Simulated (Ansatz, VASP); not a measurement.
## KF in VASP and in Ansatz

```
K F
1.0
     3.27619    0.00000    0.00000
     0.00000    3.27619    0.00000
     0.00000    0.00000    3.27619
K F
1 1
Cartesian
  0.0000 0.0000 0.0000
  1.6381 1.6381 1.6381
```

Alike in both runs: task single point; functional PBE; k mesh 8 × 8 × 8; occupations gaussian, width 0.02 eV; no spin polarisation.

|  | VASP | Ansatz |
| --- | --- | --- |
| version | VASP 6.6.1 | Ansatz 0.2.0 |
| potentials or method | VASP PAW PBE potentials, release 64 (K_sv, F) | scalar-relativistic, plane waves, PAW |
| plane-wave cutoff (eV) | 520 | 420 |
| valence electrons in the cell | 16 | 16 |

|  | VASP | Ansatz | Ansatz less VASP |
| --- | --- | --- | --- |
| gap on the k mesh at the Fermi level (eV) | 6.15 | 6.17 | +0.016 |
| least direct gap on the mesh (eV) | 6.20 | 6.22 | +0.014 |
| pressure (GPa) | -0.5 | -0.5 | +0.01 |

With one functional, cell and mesh, what is left measures potentials, basis and numerics.

A k mesh can miss the band edges.
